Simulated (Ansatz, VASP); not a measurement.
**Co (dimer Co chain): VASP beside Ansatz**

Aim: how closely do two programs agree when they are given the same cell, functional and k mesh? The structure shown is the start of the Ansatz relaxation below; VASP solves that cell, so the two are compared at the walk's first step. Other levels of theory on this material are compared in a session of their own.

Calculated with Ansatz 0.2.0; plane waves, with VASP 6.6.1 beside it; single point at r2SCAN.

## (1) The starting structure

The cell holds 2 atoms: 2 Co. Cell: a = 7.500 Å, b = 7.500 Å, c = 4.788 Å, α = 90.0°, β = 90.0°, γ = 90.0°. Vacuum lies along a and b. The structure's axis is c.

## (2) Ansatz: relaxation, r2SCAN

Ansatz runs on its default PAW (the set named soft_2) files.

The two programs are compared at the cell with which this relaxation starts, whose forces are those of its first step.

File input.yaml:

```yaml
crystal:
  lattice:
    - [7.5, 0.0, 0.0]
    - [0.0, 7.5, 0.0]
    - [0.0, 0.0, 4.788]
  atoms:
    - { symbol: Co, position: [0.5, 0.5, 0.0], spin: 2.0 }
    - { symbol: Co, position: [0.5, 0.5, 0.45], spin: 2.0 }
magnetization:
  spin_polarized: true
kpoints:
  mp_grid: { grid: [1, 1, 17] }
scf:
  occupations: { method: fermi_dirac, width: 0.05 }
hamiltonian:
  xc: r2scan
relax:
  cell: { fix: [a, b, alpha, beta, gamma] }
  max_steps: 60
```

Run with:

```bash
$ ansatz run input.yaml --threads 4 --pin off --max-ram 8192MiB --backend cpu --events-out ev --progress --plain --runs-dir out
```

Numbers of over 12 decimals in the logs are rounded to 6 here.

Log:

```text
Engine: ansatz 0.2.0, aarch64-unknown-linux-gnu
Pseudopotentials: kind: paw
Pseudopotential: Co, paw, valence charge 17, recommended cutoff 500 eV (meta_gga), Co.paw.azcp
Functional definition: r2SCAN
  parameter k0 = 0.174
  parameter k1 = 0.065
  parameter a1 = 4.9479
  exchange = r2scan_x(k0 = k0, k1 = k1, a1 = a1)
  correlation = r2scan_c
Crystal: 2 atoms, lattice volume = 269.325 Å³
Basis set: ecut = 500 eV, 6849 PW (Γ), exchange–correlation on 240×240×144 points (64 copies of the dense FFT grid, shifted against one another)
Bands: 23, of which v1, the nominal top of the filled ones, is band 17 counted from 1 (16 counted from 0)
Symmetry: 16 space group operations
Space group: P4/mmm (ITA 123), of the structure as read, at distance tolerance 6.5e-5 Å
Magnetic group: BNS 123.339 (UNI 999), of the structure as read, at distance tolerance 6.5e-5 Å
k-points: 9 of 17
Non-local potential: Co, projectors of the file, l = 0: 3, l = 1: 2, l = 2: 3, l = 3: 1
PAW form: soft (Blöchl's): semilocal exchange-correlation on the pseudo side does not see the compensation charge
PAW frozen core: Co, regenerated for the run's functional (the file was generated under x = pbe(κ = 0.804, μ = 0.219515), c = pbe(β = 0.066725))
PAW one-centre angular grid: Co, 590 points (default); XC on 160 Gauss nodes
Initial density: superposition of atomic densities (neutral atoms: chi_scale 0, normalization atom)
Starting moments: Σ|m| = 4 μB on 2 of 2 sites
Initial wavefunctions: pseudopotential atomic-orbital guess
Functional: x = r2scan, c = r2scan; τ floored in thin density (d = 2e-4 eV/Å³)
SCF iter   1: F=—  HF=-10253.756080 eV  |F-HF|=—  |Δ(HF+E_count)|=         —  Δρ=3.92e-2 (↑3.92e-2 ↓8.85e-3)  dr2=3.53e0  dr2_τ=1.85e-2  dr2_m=1.17e0  M=4.720 μB ∫|m|=4.794 μB  β_m=1.00  ethr=3.10e-3  ⟨swp⟩=6.7  Hψ=2002  notcnv=0
Mixer restart at iter 1: flushing history
preconditioner: auto → LDOS  [metal: Δε(μ)=0.029 eV  Ē_g=4.192 eV  σ=0.050 eV  W_gap=0.14  n_scr=38 (ndim 8)  ℏωp=9.6 eV  f_vac=0.693  D(μ)=6.02/eV (n_scr^D=38)]
spin=Collinear: LDOS preconditioning applied to the charge; magnetization (m = ρ↑ − ρ↓) channel mixes plain (no charge-response kernel on spin).
SCF iter   2: F=—  HF=-10254.559998 eV  |F-HF|=—  |Δ(HF+E_count)|=   8.04e-1  Δρ=9.34e-3 (↑9.34e-3 ↓5.86e-3)  dr2=8.63e-1  dr2_τ=1.57e-2  dr2_m=1.98e-2  M=4.788 μB ∫|m|=4.980 μB  β_m=1.00  ethr=3.10e-3  ⟨swp⟩=2.8  Hψ=870  notcnv=0  κ⁻¹=1.0e0(r=1)
SCF iter   3: F=—  HF=-10255.290890 eV  |F-HF|=—  |Δ(HF+E_count)|=   7.31e-1  Δρ=3.08e-3 (↑2.38e-3 ↓3.08e-3)  dr2=1.66e-1  dr2_τ=9.43e-4  dr2_m=1.03e-3  M=4.769 μB ∫|m|=5.070 μB  β_m=1.00  ethr=2.54e-3  ⟨swp⟩=3.2  Hψ=750  notcnv=0  κ⁻¹=4.7e-2(r=2)
SCF iter   4: F=—  HF=-10255.694619 eV  |F-HF|=—  |Δ(HF+E_count)|=         —  Δρ=1.68e-3 (↑1.31e-3 ↓1.68e-3)  dr2=1.60e-2  dr2_τ=4.23e-4  dr2_m=2.40e-4  M=4.722 μB ∫|m|=5.112 μB  β_m=1.00  ethr=4.88e-4  ⟨swp⟩=3.2  Hψ=842  notcnv=0
Mixer restart at iter 4: flushing history
SCF iter   5: F=—  HF=-10257.722754 eV  |F-HF|=—  |Δ(HF+E_count)|=         —  Δρ=2.10e-2 (↑1.10e-3 ↓2.10e-2)  dr2=1.79e-1  dr2_τ=1.27e-2  dr2_m=2.73e-1  M=4.827 μB ∫|m|=5.159 μB  β_m=1.00  ethr=4.71e-5  ⟨swp⟩=2.6  Hψ=663  notcnv=0
Mixer restart at iter 5: flushing history
SCF iter   6: F=—  HF=-10256.635593 eV  |F-HF|=—  |Δ(HF+E_count)|=    1.09e0  Δρ=3.55e-3 (↑1.26e-3 ↓3.55e-3)  dr2=1.28e-2  dr2_τ=3.42e-4  dr2_m=1.27e-2  M=4.712 μB ∫|m|=5.034 μB  β_m=1.00  ethr=1.47e-4  ⟨swp⟩=3.2  Hψ=914  notcnv=0
SCF iter   7: F=—  HF=-10256.642643 eV  |F-HF|=—  |Δ(HF+E_count)|=   7.05e-3  Δρ=5.42e-4 (↑4.36e-4 ↓5.42e-4)  dr2=1.40e-3  dr2_τ=1.15e-4  dr2_m=6.49e-5  M=4.710 μB ∫|m|=5.022 μB  β_m=1.00  ethr=3.77e-5  ⟨swp⟩=2.4  Hψ=865  notcnv=0  defer=4  κ⁻¹=1.0e0(r=1)
[...]
SCF 5 converged in 16 iterations: F = -10256.833313 eV  dr2 = 1.32e-11
relax step   5: F+E_penalty+E_count = -10256.83331252 eV  Δ(F+E_penalty+E_count) = -3.756e-4 eV  max|allowed force component| = 3.089e-3 eV/Å  Δτ_max = 0.0047 Å  P = -0.097 GPa  Ω = 247.271 Å³  energy of the carried Pulay correction = +3.041e-3 eV  fix = [a, b, alpha, beta, gamma]  reactions: a -0.146, b -0.146 GPa  (16 SCF iters, accepted)
Initial wavefunctions: pseudopotential atomic-orbital guess (no wavefunctions were taken with the density)
[...]
eigensolver tolerance schedule calibrated: the retry pair's looser diagonalisation under-reported the residual by θ = 0.47 (0.10/decade); ethr = c·dr2/N_el runs at the constant in force after the calibration composes with the one it found (an armed cap, an earlier calibration), c = 9.4e-2
preconditioner: auto → Resta (q_TF=auto, 1.960 Å⁻¹)  ε∞=5.4  [insulator: Δε(μ)=0.165 eV  Ē_g=4.773 eV  σ=0.050 eV  W_gap=0.63  n_scr=38 (ndim 8)  ℏωp=10.0 eV  f_vac=0.725  D(μ)=1.57/eV (n_scr^D=4)  ε∞_Penn≈5.4  vacuum switching on, ρ_ref=1.7e-3 e/Å³]
spin=Collinear: Resta preconditioning applied to the charge; magnetization (m = ρ↑ − ρ↓) channel mixes plain (no charge-response kernel on spin).
[...]
SCF iter   7: F=—  HF=-10256.831537 eV  |F-HF|=—  |Δ(HF+E_count)|=   2.65e-6  Δρ=3.60e-6 (↑3.60e-6 ↓3.08e-6)  dr2=6.73e-8  dr2_τ=5.67e-9  dr2_m=3.07e-9  M=4.484 μB ∫|m|=4.642 μB  β_m=1.00  ethr=3.93e-10  ⟨swp⟩=2.2  Hψ=722  notcnv=0  κ⁻¹=1.7e-5(r=6)
SCF iter   8: F=—  HF=-10256.831538 eV  |F-HF|=—  |Δ(HF+E_count)|=   9.45e-7  Δρ=4.53e-6 (↑1.55e-6 ↓4.53e-6)  dr2=5.97e-8  dr2_τ=1.04e-9  dr2_m=8.23e-9  M=4.484 μB ∫|m|=4.641 μB  β_m=1.00  ethr=1.87e-10  ⟨swp⟩=2.0  Hψ=724  notcnv=0  κ⁻¹=9.2e-6(r=7)
SCF iter   9: F=—  HF=-10256.831539 eV  |F-HF|=—  |Δ(HF+E_count)|=   5.64e-7  Δρ=1.02e-6 (↑7.79e-7 ↓1.02e-6)  dr2=3.20e-9  dr2_τ=1.54e-10  dr2_m=2.01e-10  M=4.484 μB ∫|m|=4.641 μB  β_m=1.00  ethr=1.66e-10  ⟨swp⟩=2.6  Hψ=740  notcnv=0  κ⁻¹=6.6e-6(r=8)
SCF iter  10: F=—  HF=-10256.831539 eV  |F-HF|=—  |Δ(HF+E_count)|=   1.67e-8  Δρ=6.17e-7 (↑4.70e-7 ↓6.17e-7)  dr2=1.35e-9  dr2_τ=5.38e-11  dr2_m=5.12e-11  M=4.484 μB ∫|m|=4.641 μB  β_m=1.00  ethr=8.88e-12  ⟨swp⟩=2.0  Hψ=577  notcnv=0  κ⁻¹=2.2e-5(r=8)
SCF iter  11: F=—  HF=-10256.831539 eV  |F-HF|=—  |Δ(HF+E_count)|=   4.55e-9  Δρ=7.19e-7 (↑4.32e-7 ↓7.19e-7)  dr2=1.70e-9  dr2_τ=2.29e-11  dr2_m=5.66e-11  M=4.484 μB ∫|m|=4.641 μB  β_m=1.00  ethr=3.76e-12  ⟨swp⟩=2.0  Hψ=578  notcnv=0  κ⁻¹=1.7e-5(r=8)
SCF iter  12: F=—  HF=-10256.831539 eV  |F-HF|=—  |Δ(HF+E_count)|=   4.63e-9  Δρ=2.63e-7 (↑2.52e-7 ↓2.63e-7)  dr2=3.96e-10  dr2_τ=7.15e-12  dr2_m=1.29e-12  M=4.484 μB ∫|m|=4.641 μB  β_m=1.00  ethr=3.76e-12  ⟨swp⟩=2.0  Hψ=578  notcnv=0  κ⁻¹=6.2e-6(r=8)
SCF iter  13: F=—  HF=-10256.831539 eV  |F-HF|=—  |Δ(HF+E_count)|=  4.62e-10  Δρ=8.57e-8 (↑8.57e-8 ↓8.26e-8)  dr2=2.62e-11  dr2_τ=1.79e-12  dr2_m=4.22e-13  M=4.484 μB ∫|m|=4.641 μB  β_m=1.00  ethr=1.10e-12  ⟨swp⟩=2.0  Hψ=718  notcnv=0  κ⁻¹=3.1e-5(r=8)
SCF iter  14: F=—  HF=-10256.831539 eV  |F-HF|=—  |Δ(HF+E_count)|=  3.64e-12  Δρ=2.44e-8 (↑2.44e-8 ↓2.12e-8)  dr2=2.48e-12  dr2_τ=1.80e-13  dr2_m=1.16e-13  M=4.484 μB ∫|m|=4.641 μB  β_m=1.00  ethr=1.00e-12  ⟨swp⟩=2.0  Hψ=554  notcnv=0  κ⁻¹=1.6e-5(r=8)
SCF iter  15: F=—  HF=-10256.831539 eV  |F-HF|=—  |Δ(HF+E_count)|=  2.00e-11  Δρ=2.02e-8 (↑2.00e-8 ↓2.02e-8)  dr2=1.21e-12  dr2_τ=6.15e-14  dr2_m=1.18e-13  M=4.484 μB ∫|m|=4.641 μB  β_m=1.00  ethr=1.00e-12  ⟨swp⟩=1.2  Hψ=418  notcnv=0  κ⁻¹=6.4e-6(r=8)
SCF iter  16: F=-10256.831539 eV  HF=-10256.831539 eV  |F-HF|=1.09e-11  |Δ(HF+E_count)|=  3.64e-11  Δρ=1.52e-8 (↑8.63e-9 ↓1.52e-8)  dr2=5.96e-13  dr2_τ=2.51e-14  dr2_m=1.24e-13  M=4.484 μB ∫|m|=4.641 μB  ethr=1.00e-12  ⟨swp⟩=4.5  Hψ=1671  notcnv=0
SCF 6 converged in 16 iterations: F = -10256.831539 eV  dr2 = 5.96e-13
relax step   6: F+E_penalty+E_count = -10256.83153864 eV  Δ(F+E_penalty+E_count) = +1.774e-3 eV  max|allowed force component| = 3.083e-3 eV/Å  Δτ_max = 0.0000 Å  P = -0.106 GPa  Ω = 247.271 Å³  fix = [a, b, alpha, beta, gamma]  reactions: a -0.151, b -0.151 GPa  stress off target by 1.53e-2 GPa on what of the cell is left free  SCF on the basis re-selected at this cell (its energy is not comparable with the rows above)  (16 SCF iters)
basis re-selected at this cell: Δ(F+E_penalty+E_count) = +1.774e-3 eV, ΔP = -0.009 GPa vs the last step (what re-selecting the basis moved, of the pressure what is left beyond the Pulay correction that the steps carried, after the strain that the cell walked since its last selection, with what the two solves' SCF thresholds leave and, on support functions, any second-order correction that the steps lacked; it is no m [...]
SCF converged after 16 iterations
Stability not checked: this state was not tested for a lower state beside it, because the mixer in use, unlike msr1, does not test its closes by its own steps (another_mixer; see scf.mixing.algorithm and scf.lower_state_search)
Magnetization: 4.4836 μB (19.2418 up, 14.7582 down)
Absolute magnetization: 4.6415 μB (∫|ρ↑−ρ↓|, with the PAW one-centre terms)
Spin contamination: 0.0491 ħ² per cell (⟨S²⟩ above its minimum at these occupations)
Per-site moments (μB) at R_I (Å): [(2.122023, 0.906434), (2.122023, 0.906434)]
Free energy (F): -10256.831539 eV
Harris-Foulkes:  -10256.831539 eV  (|F-HF|=1.09e-11)
Internal energy: -10256.818387 eV  (E = F + TS)
E sigma→0 (E₀):  -10256.824963 eV
Entropy (-TS):   -0.013152 eV (-6.576 meV/atom)
Fermi energy:    -2.239148 eV
--- Per-component energies (eV) ---
  E_band       = -1232.684474
  E_kinetic    = 902.763262
  E_local      = -14331.607318  (includes V_loc(G=0)·N_el)
  E_nonlocal   = 935.669152
  E_hartree    = 6362.065408
  E_xc         = -305.190647
  E_vxc        = -446.767132  (∫ρ·V_xc dr)
  E_paw        = -3066.031058  (= ΣΔE_a)
  E_vpaw       = -1046.880897  (= ΣTr[D̂ρ^β])
  E_aug_tail   = 0.000071  (compensation charges beyond the density's cutoff)
  E_vtau       = 30.007662  (kinetic-family band-sum trace: ∫τ·v_τ [+ j·A + Jᵃ·Aᵃ] dr)
  E_ewald      = -753.896844
  E_core_change = -0.590412  (= ΣΔE_core)
  E_smearing   = -0.013152  (= −TS)
  E_closure    = 0.000000  (closes the sum)
  Σ components = -10256.831539   (vs F -10256.831539, Δ=0.00e0)
--- Forces (eV/Å), atoms counted from 1 ---
  atom   1  Co     0.00000000     0.00000000     0.00308280
  atom   2  Co     0.00000000    -0.00000000    -0.00308280
  max |Σ_I F_I| component: 4.34e-19 eV/Å
--- Stress (GPa, compression-positive) ---
       -0.151469       0.000000       0.000000
        0.000000      -0.151469       0.000000
        0.000000       0.000000      -0.015293
  P = ⅓ Tr σ = -0.1061 GPa (-1.061 kbar)
--- Relaxed structure (5 steps of the walk, 4 accepted, 1 SCFs on fresh bases) ---
  F+E_penalty+E_count = -10256.83153864 eV   max|allowed force component| = 3.083e-3 eV/Å   (the final SCF, on the basis selected at the relaxed cell)
  cell:  # Å, volume = 247.2706 Å³
    - [7.5, 0.0, 0.0]
    - [0.0, 7.5, 0.0]
    - [0.0, 0.0, 4.395921]
  atoms:
    - { symbol: Co, position: [0.5, 0.5, -0.025062] }
    - { symbol: Co, position: [0.5, 0.5, 0.475062] }
```

[end of part 1 of 2]

[Lines on the potential files, build, host, timing and source positions are cut from VASP's logs without a mark.]

[Logs are printed without paths, hosts, clocks, repeated set-up lines and the standing remarks that a program may print on its own settings, such as how far it seeks lower states.]

[Hosts, paths, dates, database ids (printed as entryN), source tags and the programs' standing remarks are cut or masked in the printed files.]
